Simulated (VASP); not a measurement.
Wanted: the native input for a VASP 6.6.1 run.

```
Task                   : single point
Functional             : PBE
Potentials or basis    : VASP PAW PBE potentials, release 64 (N, B)
Cutoff                 : 520 eV
k mesh                 : 13 × 13 × 13
Occupations            : gaussian, width 0.013 eV
Spin                   : no spin polarisation
Further INCAR settings : ALGO = Normal; EDIFF = 1e-06; NBANDS = 11
```

The structure of BN lies in POSCAR:

```
BN
1.0
    0.0000000000      1.8130010000      1.8130010000
    1.8130010000      0.0000000000      1.8130010000
    1.8130010000      1.8130010000      0.0000000000
N B
1 1
Direct
    0.2500000000      0.2500000000      0.2500000000
    0.0000000000      0.0000000000      0.0000000000
```

The cell is a database's computed one.

One way to write it, as run:

INCAR

```
SYSTEM = BN
ALGO = Normal
EDIFF = 1E-6
ENCUT = 520
GGA = PE
ISIF = 2
ISMEAR = 0
LASPH = .TRUE.
LCHARG = .FALSE.
LREAL = .FALSE.
LWAVE = .FALSE.
NBANDS = 11
NELM = 80
PREC = Accurate
SIGMA = 0.013000000000000001
```

KPOINTS

```
k-points
0
G
  13 13 13
  0 0 0
```

Potentials or basis: VASP PAW PBE potentials, release 64 (N, B).

The run is started by

```bash
$ cat potpaw_PBE.64/N/POTCAR potpaw_PBE.64/B/POTCAR > POTCAR
$ mpirun -np 1 vasp_std > vasp.out
```

Results of the run:

```yaml
Pressure: -0.2 GPa
Band_gap_on_the_k_mesh: 4.52 eV, indirect (least direct gap 8.78 eV)
```

Caveat: an odd mesh through Γ misses points on the zone boundary, where band edges often lie.

Run time: 4.4 s on 1 thread of Intel(R) Xeon(R) 6975P-C (Granite Rapids), with other jobs on the host, peak memory 0.12 GiB.
